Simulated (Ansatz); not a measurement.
Level of theory: DFT PBE, scalar-relativistic, plane waves, PAW (Ansatz 0.2.0). Settings: cutoff 420 eV, Γ-centred meshes spaced at most about 0.3 Å⁻¹, and about 0.25 Å⁻¹ or finer for metals (2π included), Gaussian smearing. No spin polarisation.

These are static total energies at zero pressure.

Two relaxed structures of TiTe₂:

A.

```
CELL_PARAMETERS angstrom
6.14136 0.00000 0.00000
0.00000 7.04344 0.00000
0.00000 0.00000 3.73631
ATOMIC_POSITIONS crystal
Ti 0.00000 0.00000 0.00000
Ti 0.50000 0.50000 0.50000
Te 0.22408 0.34878 0.00000
Te 0.77592 0.65122 0.00000
Te 0.72408 0.15122 0.50000
Te 0.27592 0.84878 0.50000
```

B.

```
CELL_PARAMETERS angstrom
3.76791 0.00000 0.00000
-1.88396 3.26311 0.00000
0.00000 0.00000 6.91887
ATOMIC_POSITIONS crystal
Ti 0.00000 0.00000 0.00000
Te 0.66667 0.33333 0.74977
Te 0.33333 0.66667 0.25023
```

Question: Which would you expect to be lower, and how large is the difference?

Answer: B is lower, by 95 meV/atom. A has the CaCl2 type, space group Pnnm (No. 58), 26.9 Å³/atom and no gap on its mesh; B has the cadmium iodide type, space group P-3m1 (No. 164), 28.4 Å³/atom and no gap. In A, Ti has 6 Te at 2.74–2.82 Å; around Te lie 3 Ti at 2.74–2.82 Å. In B, Ti is surrounded by 6 Te at 2.78 Å; Te is surrounded by 3 Ti at 2.78 Å. Origin: A, invented; B, reached from a cell as deposited in COD, among other starts. Shaken at random and relaxed again, B came back. Checks on B: no imaginary mode on a 2×2×1 q mesh.

No dispersion correction is applied, so the spacing and binding between layers, chains or molecules are poorly described (P-3m1), and this can change margins and order among such cells. Spin–orbit coupling, which can matter for Te, is left out. Cells without such a test can be saddle points.
